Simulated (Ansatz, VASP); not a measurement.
One calculation of MgS, two programs

```
CELL_PARAMETERS angstrom
3.86869 0.00000 0.00000
-1.93434 3.35038 0.00000
0.00000 0.00000 6.19815
ATOMIC_POSITIONS crystal
Mg 0.33333 0.66667 0.99685
Mg 0.66667 0.33333 0.49685
S 0.33333 0.66667 0.37815
S 0.66667 0.33333 0.87815
```

Change from the starting cell: hydrostatic strain -4.0%.

Alike in both runs: task single point; functional PBE; k mesh 12 × 12 × 4; occupations fermi-dirac, width 0.02 eV; no spin polarisation.

|  | VASP | Ansatz |
| --- | --- | --- |
| version | VASP 6.6.1 | Ansatz 0.2.0 |
| potentials or method | VASP PAW PBE potentials, release 64 (Mg, S) | plane waves, PAW |
| plane-wave cutoff (eV) | 520 | 420 |
| valence electrons in the cell | 16 | 32 |

VASP gave:

```
gap on the k mesh at the Fermi level (eV)       : 4.09
pressure (GPa)                                  : 10.1
largest component of the traceless stress (GPa) : 0.44
rms of the force components (eV/Å)              : 0.003
```

**Question.** What did Ansatz give for the same quantities?

**Answer.** gap on the k mesh at the Fermi level (eV): 4.10; pressure (GPa): 10.3; largest component of the traceless stress (GPa): 0.44; rms of the force components (eV/Å): 0.004.

Atom by atom the forces differ by 0.000 eV/Å (rms over components). With one functional, cell and mesh, what is left measures potentials, basis and numerics. The two sets of potentials don't hold the same shells in valence.

A k mesh can miss the band edges.
